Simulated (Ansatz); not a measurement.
PtS2: do energies and stresses tell the same story?

Theory: Ansatz, DFT PBE, scalar-relativistic, plane waves, PAW.

Cutoff 420 eV; k points 12×12×4 on the computed 3-atom cell (Γ-centred); Gaussian smearing, width 0.02 eV; no spin polarisation.

Relaxed cell: P-3m1, a = 3.577 Å, b = 3.577 Å, c = 6.483 Å, α = 90.00°, β = 90.00°, γ = 120.00°, 3 atoms in the primitive cell.

Energies at zero smearing and pressures from the stress tensor, at volumes with shape and atoms relaxed:
| V (Å³/atom) | E − E(first) (meV/atom) | P (GPa) |
| --- | --- | --- |
| 22.505 | 0.00 | 0.162 |
| 23.223 | -0.50 | 0.069 |
| 23.941 | -0.64 | 0.006 |
| 24.659 | -0.54 | -0.103 |
| 25.378 | -0.35 | -0.106 |

Check P = −dE/dV between neighbouring volumes, and get the bulk modulus from the pressures alone.

With 1 eV/Å³ = 160.2 GPa:
```tsv
middle V (Å³/atom)	−ΔE/ΔV (GPa)	mean P (GPa)
22.864	0.110	0.116
23.582	0.032	0.038
24.300	-0.022	-0.048
25.018	-0.043	-0.104
```

The two differ by 0.062 GPa at most. The mean of two end pressures misses the average over a step by about ΔV² P″/12, up to 0.021 GPa here; with that taken off 0.083 GPa remains, from the finite cutoff, the mesh or the relaxation's tolerance. Around V = 23.941 Å³/atom, the two neighbours give B = −V ΔP/ΔV = 23.941 × 0.172 / 1.436 = 2.9 GPa, against B0 = 1.6 GPa from the Birch–Murnaghan fit of the energies, which describes these points poorly (B0' = 18.2).

Spin–orbit coupling is left out, which can shift energies with elements as heavy as these. The cell holds layers, and where no dispersion correction was added their binding is poorly described.